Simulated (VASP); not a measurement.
# GaAs (F-43m) in VASP: notebook, part 2 of 2

VASP 6.6.1. The steps go on from the part before.

## (3) Relaxation of cell and atoms, BLYP+D4

File INCAR:

```
  PREC = Accurate
  ENCUT = 600
  EDIFF = 1E-6
  ISMEAR = -1
  SIGMA = 0.05
  LREAL = F
  LASPH = T
  NELM = 100
  ALGO = Fast
  ISIF = 3
  LWAVE = F
  LCHARG = F
  GGA = B5
  ALDAX = 1.0
  AGGAX = 1.0
  AGGAC = 1.0
  ALDAC = 0.0
  IVDW = 13
  VDW_S6 = 1.0
  VDW_S8 = 2.34076671
  VDW_A1 = 0.44488865
  VDW_A2 = 4.0933009
  IBRION = 2
  NSW = 40
  EDIFFG = -0.005
```

File KPOINTS:

```
Automatic mesh
0
Gamma
  8 8 8
```

File POSCAR:

```
GaAs
1.0
    0.0000000000      2.8268500000      2.8268500000
    2.8268500000      0.0000000000      2.8268500000
    2.8268500000      2.8268500000      0.0000000000
As Ga
1 1
Direct
    0.7500000000      0.7500000000      0.7500000000
    0.0000000000      0.0000000000      0.0000000000
```

Potentials or basis: VASP PAW PBE potentials, release 64 (As, Ga_d).

The run is started by

```sh
cat potpaw_PBE.64/As/POTCAR potpaw_PBE.64/Ga_d/POTCAR > POTCAR
mpirun -np 1 vasp_std > vasp.out
```

Run time: 97 s. Hardware: 1 thread of AMD EPYC 7R13 (Zen 3), shared host; peak memory 0.16 GiB.

Results (log left out):

```
Free energy                            : -8.5032 eV
Relaxed volume                         : 22.96 Å³/atom
Relaxed cell                           : a = 4.020 Å, b = 4.020 Å, c = 4.020 Å, α = 60.00°, β = 60.00°, γ = 60.00°
Space group after relaxing (to 0.05 Å) : F-43m (No. 216)
Energy gained by relaxing              : 1.3 meV/atom
Ionic steps                            : 3
Pressure after relaxing                : 0.0 GPa
Band gap on the k mesh                 : 0.27 eV, direct
Dispersion energy per atom             : -0.783 eV
```

Step by step:
| step | energy change (eV) | largest force (eV/Å) | pressure (GPa) | volume (Å³) |
| --- | --- | --- | --- | --- |
| 1 | 0.0000 | 0.0000 | 1.16 | 45.18 |
| 2 | -0.0022 | 0.0000 | -0.41 | 46.25 |
| 3 | -0.0026 | 0.0000 | 0.00 | 45.93 |

Final structure:
```
As Ga
1.0
     0.00000    2.84242    2.84242
     2.84242    0.00000    2.84242
     2.84242    2.84242    0.00000
As Ga
1 1
Direct
  0.75000 0.75000 0.75000
  0.00000 0.00000 0.00000
```

Levels at points of the mesh, in eV from the valence-band top:
```csv
k point,band 6,band 7,band 8,band 9,band 10,band 11,band 12,band 13
"(0.00, 0.00, 0.00)",-12.62,0.00,0.00,0.00,0.27,3.75,3.75,3.75
"(0.50, 0.00, 0.00)",-10.93,-6.53,-1.11,-1.11,0.94,4.70,4.70,7.96
"(0.50, 0.50, 0.00)",-10.22,-6.77,-2.59,-2.59,1.65,1.74,9.97,9.97
```

Caveat: the PAW data sets were made with another functional, which shifts forces and pressure a little. Zero-point motion and thermal expansion aren't in these numbers.

## (4) Single point, PBE

File INCAR:

```
  PREC = Accurate
  ENCUT = 520
  EDIFF = 1E-7
  ISMEAR = 0
  SIGMA = 0.028999999999999998
  LREAL = False
  LASPH = True
  NELM = 80
  ALGO = Normal
  ISIF = 2
  LWAVE = False
  LCHARG = True
  GGA = PE
  LELF = True
  LVHAR = True
  NBANDS = 16
```

File KPOINTS:

```
regular mesh
0
Gamma
  8 8 8
```

POSCAR is that of step 3.

The run is started by

```sh
cat potpaw_PBE.64/As/POTCAR potpaw_PBE.64/Ga_d/POTCAR > POTCAR
mpirun -np 1 vasp_std > vasp.out
```

Wall time 12 s (1 thread of Intel Xeon 6975P-C (Granite Rapids), shared host); peak memory 0.16 GiB.

The run converged. Its results:

* Free energy: -8.2471 eV
* Pressure: 3.5 GPa
* Band gap on the k mesh: 0.52 eV, direct

Levels at points of the mesh, in eV from the valence-band top:
| k point | band 5 | band 6 | band 7 | band 8 | band 9 | band 10 | band 11 | band 12 | band 13 | band 14 |
| --- | --- | --- | --- | --- | --- | --- | --- | --- | --- | --- |
| (0.00, 0.00, 0.00) | -14.73 | -12.73 | 0.00 | 0.00 | 0.00 | 0.52 | 3.73 | 3.73 | 3.73 | 7.59 |
| (0.50, 0.00, 0.00) | -14.73 | -10.96 | -6.64 | -1.14 | -1.14 | 1.00 | 4.63 | 4.63 | 7.75 | 10.40 |
| (0.50, 0.50, 0.00) | -14.72 | -10.22 | -6.82 | -2.68 | -2.68 | 1.46 | 1.65 | 10.17 | 10.17 | 10.98 |

## (5) Relaxation of cell and atoms, PBE

File INCAR:

```
PREC = Accurate
ENCUT = 980
EDIFF = 1E-6
ISMEAR = -1
SIGMA = 0.05
LREAL = False
LASPH = True
NELM = 60
ALGO = Normal
ISIF = 3
LWAVE = False
LCHARG = False
GGA = PE
IBRION = 2
NSW = 40
EDIFFG = -0.02
```

KPOINTS is that of step 4.

POSCAR is that of step 4.

Potentials or basis: VASP PAW PBE potentials, release 64 (As, Ga_h).

The run is started by

```sh
cat potpaw_PBE.64/As/POTCAR potpaw_PBE.64/Ga_h/POTCAR > POTCAR
mpirun -np 1 vasp_std > vasp.out
```

Wall time 54 s (1 thread of Intel Xeon 6975P-C (Granite Rapids), shared host); peak memory 0.28 GiB.

It converged, with:

| Property | Result |
| --- | --- |
| Free energy | -8.2687 eV |
| Relaxed volume | 23.76 Å³/atom |
| Relaxed cell | a = 4.065 Å, b = 4.065 Å, c = 4.065 Å, α = 60.00°, β = 60.00°, γ = 60.00° |
| Space group after relaxing (to 0.05 Å) | F-43m (No. 216) |
| Energy gained by relaxing | 11.9 meV/atom |
| Ionic steps | 3 |
| Pressure after relaxing | 0.0 GPa |
| Band gap on the k mesh | 0.15 eV, direct |

Step by step:
| step | energy change (eV) | largest force (eV/Å) | pressure (GPa) | volume (Å³) |
| --- | --- | --- | --- | --- |
| 1 | 0.0000 | 0.0000 | 3.46 | 45.18 |
| 2 | -0.0206 | 0.0000 | -1.06 | 48.44 |
| 3 | -0.0239 | 0.0000 | 0.00 | 47.51 |

Final structure:
```xyz
2
Lattice="0.0000 2.8747 2.8747 2.8747 0.0000 2.8747 2.8747 2.8747 0.0000" Properties=species:S:1:pos:R:3 pbc="T T T"
As    4.3121    4.3121    4.3121
Ga    0.0000    0.0000    0.0000
```

Levels at points of the mesh, in eV from the valence-band top:
```csv
k point,band 5,band 6,band 7,band 8,band 9,band 10,band 11,band 12,band 13
"(0.00, 0.00, 0.00)",-14.64,-12.38,0.00,0.00,0.00,0.15,3.71,3.71,3.71
"(0.50, 0.00, 0.00)",-14.63,-10.76,-6.38,-1.07,-1.07,0.86,4.61,4.61,7.69
"(0.50, 0.50, 0.00)",-14.62,-10.09,-6.59,-2.51,-2.51,1.56,1.68,9.77,9.77
```

## (6) Relaxation of cell and atoms, PBE

File INCAR:

```
SYSTEM = GaAs
PREC     = Accurate       ! precision mode
ENCUT    = 600            ! plane-wave cutoff, eV
EDIFF    = 1E-6           ! SCF threshold, eV
ISMEAR   = -1             ! smearing method
SIGMA    = 0.05           ! smearing width, eV
LREAL    = .FALSE.        ! projectors in reciprocal space
LASPH    = .TRUE.         ! aspherical terms in the spheres
NELM     = 80             ! most SCF steps
ALGO     = Fast           ! electronic algorithm
ISIF     = 3              ! what is computed and relaxed
LWAVE    = .FALSE.        ! write WAVECAR
LCHARG   = .FALSE.        ! write CHGCAR
GGA      = PE             ! functional
IBRION   = 2              ! ionic algorithm
NSW      = 60             ! ionic steps
EDIFFG   = -0.02          ! ionic threshold
```

File KPOINTS:

```
regular mesh
0
G
  8 8 8
  0 0 0
```

POSCAR is that of step 5.

Potentials or basis: VASP PAW PBE potentials, release 54 (As, Ga_d).

The run is started by

```sh
cat potpaw_PBE.54/As/POTCAR potpaw_PBE.54/Ga_d/POTCAR > POTCAR
mpirun -np 1 vasp_std > vasp.out
```

It took 28 s on 1 thread of Intel Xeon 6975P-C (Granite Rapids), shared host; peak memory 0.19 GiB.

It converged, with:

```yaml
Free_energy: -8.2709 eV
Relaxed_volume: 23.83 Å³/atom
Relaxed_cell: a = 4.070 Å, b = 4.070 Å, c = 4.070 Å, α = 60.00°, β = 60.00°, γ = 60.00°
Space_group_after_relaxing_to_0.05_Å: F-43m (No. 216)
Energy_gained_by_relaxing: 12.0 meV/atom
Ionic_steps: 4
Pressure_after_relaxing: -0.1 GPa
Band_gap_on_the_k_mesh: 0.13 eV, direct
```

The path:
```
step  energy change (eV)  largest force (eV/Å)  pressure (GPa)  volume (Å³)
   1              0.0000                0.0000            3.46        45.18
   2             -0.0209                0.0000           -0.96        48.44
   3             -0.0240                0.0000            0.15        47.54
   4             -0.0239                0.0000           -0.13        47.66
```

Final structure:
```
As Ga
1.0
     0.00000    2.87758    2.87758
     2.87758    0.00000    2.87758
     2.87758    2.87758    0.00000
As Ga
1 1
Direct
  0.75000 0.75000 0.75000
  0.00000 0.00000 0.00000
```

Levels at points of the mesh, in eV from the valence-band top:
```tsv
k point	band 5	band 6	band 7	band 8	band 9	band 10	band 11	band 12	band 13
(0.00, 0.00, 0.00)	-14.65	-12.36	0.00	0.00	0.00	0.13	3.71	3.71	3.71
(0.50, 0.00, 0.00)	-14.65	-10.75	-6.36	-1.06	-1.06	0.85	4.61	4.61	7.69
(0.50, 0.50, 0.00)	-14.64	-10.08	-6.58	-2.50	-2.50	1.56	1.68	9.75	9.75
```

## (7) Summary

```tsv
task	level	potentials or basis	cell	cutoff (eV)	smearing	gap on the mesh (eV)	pressure (GPa)	relaxed volume (Å³/atom)
relaxation of cell and atoms	BLYP+D3(BJ)	VASP PAW PBE potentials, release 64 (As, Ga_d)	relaxed	600	fermi-dirac 0.05 eV	0.25	0.0	23.02
relaxation of cell and atoms	BLYP+D4	VASP PAW PBE potentials, release 64 (As, Ga_d)	relaxed	600	fermi-dirac 0.05 eV	0.27	0.0	22.96
single point	PBE	VASP PAW PBE potentials, release 64 (As, Ga_d)	as given	520	gaussian 0.029 eV	0.52	3.5	-
relaxation of cell and atoms	PBE	VASP PAW PBE potentials, release 64 (As, Ga_h)	relaxed	980	fermi-dirac 0.05 eV	0.15	0.0	23.76
relaxation of cell and atoms	PBE	VASP PAW PBE potentials, release 54 (As, Ga_d)	relaxed	600	fermi-dirac 0.05 eV	0.13	-0.1	23.83
```

Alike in all rows: no spin polarisation; k mesh 8 × 8 × 8.

Caveats: the PAW data sets were made with another functional, which shifts forces and pressure a little (some runs).

Total energies depend on the potentials used, so only differences within one code and one set of settings carry meaning.

## (8) Against experiment

Step 4. Measured gap of GaAs: 1.412 eV (direct; 300 K; “Evidence of valence band perturbations in GaAsN/GaAs(001): A combined variable-angle spectroscopic ellipsometry and modulated photoreflectance investigation”, 2008, arxiv:0805.2212). This calculation gives 0.52 eV (-0.89 eV). 3 values of this kind are on record (1.412 to 1.51 eV); this one was drawn at random among those near their median, those with a stated uncertainty first. Spin-orbit coupling on As, Ga is left out. The value is that of PBE on a finite k mesh, which can miss the band edges, without temperature or zero-point motion. Semilocal functionals fall short of measured gaps as a rule.
